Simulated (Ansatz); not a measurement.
Ti under changes of volume

One of the cells (17.636 Å³/atom); the others are scaled copies at fixed shape and fractional positions:

```
CELL_PARAMETERS angstrom
2.95000 0.00000 0.00000
-1.47500 2.55477 0.00000
0.00000 0.00000 4.68000
ATOMIC_POSITIONS crystal
Ti 0.66667 0.33333 0.75000
Ti 0.33333 0.66667 0.25000
```

```yaml
Program: Ansatz 0.2.0
Functional: PBE
Potentials_or_basis: Ansatz PAW
Cutoff: "420 eV (not typed: the program's choice for these potentials)"
k_mesh: 10 × 10 × 6
Occupations: fermi-dirac, width 0.05 eV
Spin: no spin polarisation
```

```tsv
volume (Å³/atom)	energy over the lowest point (meV/atom)	pressure (GPa)
16.577	14.15	5.9
16.930	4.28	3.2
17.283	0.00	0.8
17.636	0.83	-1.5
17.988	6.33	-3.5
18.341	?	?
18.694	29.79	-7.0
```

Problem. What does the run at 18.341 Å³/atom give?

Solution. Energy over the lowest point 16.11 meV/atom; pressure -5.3 GPa.

Worked out: A Birch-Murnaghan fit of order 3 (a polynomial in V^(-2/3)) to the other rows has its minimum at 17.40 Å³/atom with B0 = V·E''(V) = 111 GPa and B' = 3.4 at fixed shape and positions, which overstates the stiffness. It gives 16.10 meV/atom at 18.341 Å³/atom, against the run's 16.11, and -dE/dV = -5.4 GPa, against -5.3.

Energies are extrapolated to zero smearing.
